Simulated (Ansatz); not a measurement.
Two Ansatz runs on CuO

The structure comes from a relaxation in the same program, started in the wurtzite type, and has space group P6_3mc. Whether it is a known phase or the ground state wasn't checked.

First run: DFT, PBE, all-electron LAPW, scalar-relativistic (Ansatz 0.2.0).

Command: `ansatz run input.yaml --threads 1 --pin off --max-ram 4096MiB --backend cpu --events-out ev --progress --plain --runs-dir out` The run took 2.3 min on 1 thread of AMD EPYC 7R43 64-Core Processor (Zen 3) (shared host), peak memory 0.66 GiB.

```yaml
crystal:
  lattice:
    - [3.147943798, 0.0, 0.0]
    - [-1.573971899, 2.7261992987, 0.0]
    - [0.0, 0.0, 5.3860353229]
  atoms:
    - { symbol: Cu, position: [0.3333333333, 0.6666666667, 0.0088223458] }
    - { symbol: Cu, position: [0.6666666667, 0.3333333333, 0.5088223458] }
    - { symbol: O, position: [0.3333333333, 0.6666666667, 0.3671776542] }
    - { symbol: O, position: [0.6666666667, 0.3333333333, 0.8671776542] }
kpoints:
  mp_grid: { grid: [13, 13, 7] }
  band_path:
    path:
      - [0.0, 0.0, 0.0]
      - [0.5, 0.0, 0.0]
      - [0.3333333333, 0.3333333333, 0.0]
      - [0.0, 0.0, 0.0]
      - [0.0, 0.0, 0.5]
      - [0.5, 0.0, 0.5]
      - [0.3333333333, 0.3333333333, 0.5]
      - [0.0, 0.0, 0.5]
      - [0.5, 0.0, 0.5]
    npoints: 14
scf:
  occupations: { method: fermi_dirac, width: 0.05 }
hamiltonian:
  xc: pbe
  pseudopotentials: { kind: all_electron, lapw: { basis_error: 0.001 } }
output:
  forces: true
  stress: true
  eigenvalues: true
  populations: true
  dos: { projected: true, de: 0.2, e_range: [-14, 8] }
```

Result: converged; pressure 0.03 GPa; no gap on the k mesh; 9 SCF iterations.

Without spin polarisation or U, such a compound can come out metallic where the real one is a magnetic insulator.

The input is then changed:

```diff
@@ -10,5 +10,5 @@
     - { symbol: O, position: [0.6666666667, 0.3333333333, 0.8671776542] }
 kpoints:
-  mp_grid: { grid: [13, 13, 7] }
+  mp_grid: { grid: [9, 9, 5] }
   band_path:
     path:
@@ -26,5 +26,5 @@
   occupations: { method: fermi_dirac, width: 0.05 }
 hamiltonian:
-  xc: pbe
+  xc: rpbe
   pseudopotentials: { kind: all_electron, lapw: { basis_error: 0.001 } }
 output:
@@ -33,4 +33,3 @@
   eigenvalues: true
   populations: true
-  dos: { projected: true, de: 0.2, e_range: [-14, 8] }
```

(1) Predict the outcome of the changed run.

## Answers

(1) It converged; pressure 4.80 GPa; largest force 0.023 eV/Å; no gap on the k mesh; 9 SCF iterations. Some of these settings are too coarse for converged properties.
